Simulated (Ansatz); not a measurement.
Born–Oppenheimer molecular dynamics of a periodic cell of 40 atoms, H$_{4}$C (contents 8 CH4, density as packed 0.47 g/cm³ with natural masses). It goes on from the last frame of an earlier run, with new velocities.

These are results of Ansatz, DFT r2SCAN-D3(BJ), scalar-relativistic, plane waves, PAW, not measurements. Settings: cutoff 500 eV, k mesh 1x1x1, fermi-dirac smearing 0.05 eV, no spin polarisation.

```json
{
 "ensemble": "NVT, Langevin thermostat",
 "time step": "0.5 fs",
 "steps asked": "30",
 "set temperature": "400 K",
 "friction": "0.005 /fs",
 "seed": "907007"
}
```

First frame:

```xyz
40
Lattice="7.6835 0.0000 0.0000 0.0000 7.6835 0.0000 0.0000 0.0000 7.6835" Properties=species:S:1:pos:R:3
C 0.853 5.853 2.683
H 1.471 6.703 2.997
H 0.407 5.436 3.587
H 1.352 5.023 2.220
H 0.005 6.133 2.070
C 0.794 3.211 6.954
H 0.431 3.913 7.709
H 0.513 3.512 5.979
H 0.499 2.175 7.113
H 1.875 3.201 6.908
C 3.454 0.836 6.553
H 3.010 1.289 7.418
H 2.797 0.153 5.983
H 4.326 0.248 6.794
H 3.700 1.631 5.862
C 4.656 -0.662 2.093
H 4.361 -0.204 3.002
H 5.120 -0.038 1.382
H 3.771 -1.068 1.639
H 5.281 -1.496 2.319
C 6.944 6.533 6.058
H 7.032 7.283 6.768
H 6.588 5.603 6.526
H 7.958 6.334 5.689
H 6.344 6.859 5.196
C 6.172 3.004 2.129
H 5.661 2.950 1.191
H 6.584 2.043 2.426
H 5.470 3.199 2.938
H 6.989 3.731 2.214
C 3.617 5.032 5.130
H 3.955 5.638 5.953
H 2.832 4.448 5.550
H 4.406 4.429 4.695
H 3.262 5.625 4.305
C 2.296 2.262 2.957
H 2.581 3.197 3.359
H 2.218 1.536 3.790
H 3.087 1.834 2.358
H 1.350 2.248 2.461
```

Question: What does the run give?

Answer: All steps were run.

- steps done: 30
- time covered: 15 fs
- mean temperature over the second half: 351 K
- spread of the potential energy over the second half: 4.5 meV per atom
- mean potential energy of the second half above the start: 8.4 meV per atom

The mean temperature of the second half is 12 % below the set value. A run of 0.015 ps of so small a system gives no equilibrium averages. Limits of this set-up: coarse k mesh.

Question: What happens to the structure?

Answer: Mean squared displacements from the first frame to the last, about the centre of mass: C 0.01 Å², H 0.08 Å². Another seed would give other details.

Question: How do temperature and energy run in time?

Answer: 
```tsv
time (fs)	T (K)	potential energy less start (eV)
0.0	390	0.000
0.5	378	0.071
1.0	358	0.188
1.5	329	0.325
2.0	304	0.450
2.5	285	0.535
3.0	279	0.574
3.5	279	0.576
4.0	288	0.556
4.5	298	0.533
5.0	289	0.518
5.5	301	0.512
6.0	304	0.519
6.5	301	0.535
7.0	299	0.544
7.5	304	0.534
8.0	315	0.492
8.5	338	0.417
9.0	354	0.314
9.5	382	0.200
10.0	396	0.103
10.5	409	0.049
11.0	403	0.054
11.5	394	0.117
12.0	373	0.219
12.5	356	0.333
13.0	339	0.434
13.5	323	0.505
14.0	312	0.539
14.5	312	0.545
15.0	308	0.534
```

Time of the run: 16 min on 1 thread of Arm Neoverse V1, on a shared host, peak memory 1.3 GiB.
